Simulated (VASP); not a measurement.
# Al2Pt (Fm-3m) in VASP: settings compared, part 2 of 2

VASP 6.6.1.

**3. Relaxation of cell and atoms, r2SCAN**

This run uses another cell than the first one, of 17.20 Å³/atom, 1.014 times its volume.

File INCAR:

```
SYSTEM = Al2Pt
PREC     = Accurate       ! precision mode
ENCUT    = 600            ! plane-wave cutoff, eV
EDIFF    = 1E-6           ! SCF threshold, eV
ISMEAR   = 1              ! smearing method
SIGMA    = 0.1            ! smearing width, eV
LREAL    = .False.        ! projectors in reciprocal space
LASPH    = .True.         ! aspherical terms in the spheres
NELM     = 80             ! most SCF steps
ALGO     = Normal         ! electronic algorithm
ISIF     = 3              ! what is computed and relaxed
LWAVE    = .False.        ! write WAVECAR
LCHARG   = .False.        ! write CHGCAR
METAGGA  = R2SCAN         ! meta-GGA
LMIXTAU  = .True.       
IBRION   = 2              ! ionic algorithm
NSW      = 90             ! ionic steps
EDIFFG   = -0.01          ! ionic threshold
```

File KPOINTS:

```
Automatic mesh
0
Gamma
  12 12 12
  0 0 0
```

File POSCAR:

```
Al2Pt
1.0
    0.0000000000      2.9550000000      2.9550000000
    2.9550000000      0.0000000000      2.9550000000
    2.9550000000      2.9550000000      0.0000000000
Al Pt
2 1
Direct
    0.2500000000      0.2500000000      0.2500000000
    0.7500000000      0.7500000000      0.7500000000
    0.0000000000      0.0000000000      0.0000000000
```

Potentials or basis: VASP PAW PBE potentials, release 64 (Al, Pt).

Launch:

```
cat potpaw_PBE.64/Al/POTCAR potpaw_PBE.64/Pt/POTCAR > POTCAR
mpirun -np 1 vasp_std > vasp.out
```

OUTCAR:

```text
SYSTEM = Al2Pt
   PREC = Accurate
   ENCUT = 600
   EDIFF = 1E-6
   ISMEAR = 1
   LREAL = .False.
   LASPH = .True.
   NELM = 80
   ISIF = 3
   METAGGA = R2SCAN
   IBRION = 2
   NSW = 90
   EDIFFG = -0.01

 ion  position               nearest neighbor table
   1  0.250  0.250  0.250-   3 2.56   3 2.56   3 2.56   3 2.56   2 2.96   2 2.96   2 2.96   2 2.96
                             2 2.96   2 2.96
   2  0.750  0.750  0.750-   3 2.56   3 2.56   3 2.56   3 2.56   1 2.96   1 2.96   1 2.96   1 2.96
                             1 2.96   1 2.96
   3  0.000  0.000  0.000-   2 2.56   2 2.56   2 2.56   1 2.56   2 2.56   1 2.56   1 2.56   1 2.56

  LATTYP: Found a face centered cubic cell.
 ALAT       =     5.9100000000

  Lattice vectors:

 A1 = (   0.0000000000,   2.9550000000,   2.9550000000)
 A2 = (   2.9550000000,   0.0000000000,   2.9550000000)
 A3 = (   2.9550000000,   2.9550000000,   0.0000000000)

Analysis of symmetry for initial positions (statically):
=====================================================================
 Subroutine PRICEL returns:
 Original cell was already a primitive cell.

 Routine SETGRP: Setting up the symmetry group for a
 face centered cubic supercell.

 Subroutine GETGRP returns: Found 48 space group operations
 (whereof 48 operations were pure point group operations)
 out of a pool of 48 trial point group operations.

The static configuration has the point symmetry O_h .

[... 241 lines left out ...]
 Free energy of the ion-electron system (eV)
  ---------------------------------------------------
  ext. energy  EPLUGINS =         0.00000000
  ---------------------------------------------------
  free energy    TOTEN  =       -67.90610415 eV

  energy without entropy =      -67.90644295  energy(sigma->0) =      -67.90621708

 E-fermi :   7.8847     XC(G=0): -11.4827

 val. band max:        7.8727550749   @ k =   0.2500   0.2500   0.0000
 cond. band min:       7.8887654474   @ k =  -0.4167   0.2500   0.0000
 fundamental gap:      0.0160103725
 Fermi energy:         7.8847114605

 k-point     1 :       0.0000    0.0000    0.0000
  band No.  band energies     occupation
      1      -2.9284      2.00000
      2       2.5011      2.00000
      3       2.5011      2.00000
      4       2.5011      2.00000
      5       3.9219      2.00000
      6       3.9219      2.00000
      7      11.5650      0.00000
      8      11.8286      0.00000
      9      11.8286      0.00000
     10      11.8286      0.00000
     11      13.6628      0.00000
     12      13.6628      0.00000
[... 331 lines left out ...]
 k-point    24 :      -0.4167    0.1667    0.0000
  band No.  band energies     occupation
      1      -0.1398      2.00000
      2       1.5322      2.00000
      3       2.7351      2.00000
      4       3.0639      2.00000
      5       3.6955      2.00000
      6       4.0419      2.00000
      7       4.4530      2.00000
      8       7.3533      2.00000
      9       8.5212     -0.00000
     10      11.8228      0.00000
     11      13.8960      0.00000
     12      14.4789      0.00000

 [... further k-points ...]

------------------------ aborting loop because EDIFF is reached ----------------------------------------

  FORCE on cell =-STRESS in cart. coord.  units (eV):
  Direction    XX          YY          ZZ          XY          YZ          ZX
  --------------------------------------------------------------------------------------
  -------------------------------------------------------------------------------------
  Total        0.0192846      0.0192846      0.0192846     -0.0000000      0.0000000     -0.0000000
  in kB        0.6016962      0.6016962      0.6016962     -0.0000000      0.0000000     -0.0000000
  external PRESSURE =       0.6016962 kB  Pullay stress =       0.0000000 kB
[... 18 lines left out ...]
  FREE ENERGIE OF THE ION-ELECTRON SYSTEM (eV)
  ---------------------------------------------------
  free  energy   TOTEN  =       -67.9061041456 eV

  energy  without entropy=      -67.9064429530  energy(sigma->0) =      -67.90621708

 reached required accuracy - stopping structural energy minimisation
```

CONTCAR:

```text
Al2Pt
   1.00000000000000
     0.0000000000000000    2.9501108175001258    2.9501108175001258
     2.9501108175001258    0.0000000000000000    2.9501108175001258
     2.9501108175001258    2.9501108175001258    0.0000000000000000
  Al              Pt
     2     1
Direct
     0.2500000000000000    0.2500000000000000    0.2500000000000000
     0.7500000000000000    0.7500000000000000    0.7500000000000000
     0.0000000000000000    0.0000000000000000    0.0000000000000000

  0.00000000E+00  0.00000000E+00  0.00000000E+00
  0.00000000E+00  0.00000000E+00  0.00000000E+00
  0.00000000E+00  0.00000000E+00  0.00000000E+00
```

It took 3.3 min on 1 thread of Intel Xeon 6975P-C (Granite Rapids), shared host; peak memory 0.26 GiB.

Results:

- Free energy: -67.9061 eV
- Relaxed volume: 17.12 Å³/atom
- Relaxed cell: a = 4.172 Å, b = 4.172 Å, c = 4.172 Å, α = 60.00°, β = 60.00°, γ = 60.00°
- Space group after relaxing (to 0.05 Å): Fm-3m (No. 225)
- Energy gained by relaxing: 0.2 meV/atom
- Ionic steps: 3
- Pressure after relaxing: 0.1 GPa
- Band gap on the k mesh: none (metal or under the smearing width)

The path:
```
step  energy change (eV)  largest force (eV/Å)  pressure (GPa)  volume (Å³)
   1              0.0000                0.0000           -0.65        51.61
   2              0.0001                0.0000            0.79        51.09
   3             -0.0005                0.0000            0.06        51.35
```

Final structure:
```cif
data_structure
_symmetry_space_group_name_H-M 'P 1'
_symmetry_Int_Tables_number 1
_cell_length_a 4.1721
_cell_length_b 4.1721
_cell_length_c 4.1721
_cell_angle_alpha 60.000
_cell_angle_beta 60.000
_cell_angle_gamma 60.000
_cell_volume 51.35
loop_
_atom_site_label
_atom_site_type_symbol
_atom_site_fract_x
_atom_site_fract_y
_atom_site_fract_z
_atom_site_occupancy
Al1 Al 0.25000 0.25000 0.25000 1
Al2 Al 0.75000 0.75000 0.75000 1
Pt1 Pt 0.00000 0.00000 0.00000 1
```

Caveat: the PAW data sets were made with another functional, which shifts forces and pressure a little.
